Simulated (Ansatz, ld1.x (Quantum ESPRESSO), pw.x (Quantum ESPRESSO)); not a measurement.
# Equation-of-state test of one PAW potential (tungsten)

ld1.x (Quantum ESPRESSO) 7.5 input, shortened:

```
&input
   title='W', zed=74., rel=1, dft='PBESOL', iswitch=3,
   config='[Xe] 4f14 5d4 6s2 6p0'
 /
 &inputp
   pseudotype=3, lpaw=.true., tm=.true., lloc=-2, rcloc=2.05,
   nlcc=.true., new_core_ps=.true., rcore=1.64,
   which_augfun='BESSEL', rmatch_augfun=1.05
 /
6
5S  1  0   2.00   0.00  1.35  1.75  0.0
6S  2  0   2.00   0.00  1.35  1.75  0.0
5P  2  1   6.00   0.00  1.65  1.75  0.0
6P  3  1   0.00   0.00  1.65  1.75  0.0
5D  3  2   4.00   0.00  2.05  2.55  0.0
5D  3  2   0.00   2.35  2.05  2.55  0.0
 &test
   configts(1)='5s2 5p6 5d4 6s2 6p0'
 /
```

Atomic tests: cutoffs needed: 30 Ry and 45 Ry (the cutoffs (Ry, on a coarse ladder) from which the occupation-weighted sum of valence levels, in a spherical-Bessel basis at the reference potential, stays within 10 and 1 mRy of its value at 400 Ry); ghost test: no extra level below or beside the all-electron valence levels (s, p, d, f tested) (spherical-Bessel basis up to 400 Ry, 20 bohr box); configuration tests: test run stopped at test 5 of 7 (negative rho).

Crystal test: bcc W in pw.x 7.5, no spin, 15³ k-points, Fermi–Dirac smearing 0.01 Ry, cutoffs 55/440 Ry. The reference is all-electron LAPW (Ansatz 0.2.0) with the same functional, mesh and smearing; V0 and B0 come from Birch–Murnaghan fits to the pressures at five volumes. Errors are pseudo minus all-electron; Δ is the rms difference of the E(V) curves that follow from these fits, minima aligned, over ±6 % about the mean V0. Mesh and smearing are coarse, so the numbers serve the comparison and aren't converged zero-temperature values; the lattice is a test structure that the element need not adopt.

```json
{"V (Å³/atom)": "14.903", "P all-electron (GPa)": "18.56", "P pseudo (GPa)": "20.50"}
{"V (Å³/atom)": "15.295", "P all-electron (GPa)": "8.81", "P pseudo (GPa)": "10.52"}
{"V (Å³/atom)": "15.687", "P all-electron (GPa)": "0.22", "P pseudo (GPa)": "1.75"}
{"V (Å³/atom)": "16.079", "P all-electron (GPa)": "-7.35", "P pseudo (GPa)": "-5.99"}
{"V (Å³/atom)": "16.471", "P all-electron (GPa)": "-14.00", "P pseudo (GPa)": "-12.77"}
```

All-electron: a0 = 3.155 Å (V0 = 15.70 Å³/atom), B0 = 321.1 GPa.

Pseudopotential: mean pressure error (GPa): +1.56; a0 (Å): 3.160; a0 error (%): +0.16; B0 error (%): +0.2; Δ (meV/atom): 5.2. Atomic configuration tests: test run stopped at test 5 of 7 (negative rho).

At the middle volume, how do free energy and pressure move when the wave cutoff is lowered (ecutrho held at 440 Ry)?

```csv
cutoff (Ry),shift of F (meV/atom),shift of P (GPa)
33,+96.1,-3.08
44,+8.9,-0.46
```

The run at the middle volume (120 k-points, 15 iterations) took about 29 s on one core of a shared host (Neoverse-V1, 32 threads, 247 GiB, load 13).
